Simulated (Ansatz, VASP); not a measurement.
# Two plane-wave programs on BaTiO3

```
Ba Ti O
1.0
     4.00600    0.00000    0.00000
     0.00000    4.00600    0.00000
     0.00000    0.00000    4.00600
Ba Ti O
1 1 3
Direct
  0.50000 0.50000 0.50000
  0.00000 0.00000 0.00000
  0.50000 0.00000 0.00000
  0.00000 0.50000 0.00000
  0.00000 0.00000 0.50000
```

The cell was built by a generator and needn't be a form met in nature.

Alike in both runs: task relaxation of cell and atoms; functional PBEsol; k mesh 8 × 8 × 8; occupations gaussian, width 0.02 eV; no spin polarisation.

|  | VASP | Ansatz |
| --- | --- | --- |
| version | VASP 6.6.1 | Ansatz 0.2.0 |
| potentials or method | VASP PAW PBE potentials, release 64 (Ba_sv, Ti_sv, O) | scalar-relativistic, plane waves, PAW |
| plane-wave cutoff (eV) | 600 | 420 |
| valence electrons in the cell | 40 | 40 |

VASP gave:

| Property | Result |
| --- | --- |
| gap on the k mesh at the Fermi level, each at its own relaxed structure (eV) | 1.73 |
| relaxed volume (Å³/atom) | 12.64 |
| relaxed cell length with the largest relative difference (Å) | 3.983 |
| energy change over the relaxation (meV/atom) | -2 |

Question: Which values does Ansatz return?

Answer: gap on the k mesh at the Fermi level, each at its own relaxed structure (eV): 1.82; relaxed volume (Å³/atom): 12.51; relaxed cell length with the largest relative difference (Å): 3.970; energy change over the relaxation (meV/atom): -5.

Caveats: the PAW data sets were made with another functional, which shifts forces and pressure a little (VASP); spin-orbit coupling is left out, which moves the levels of the heavy elements. A k mesh can miss the band edges.
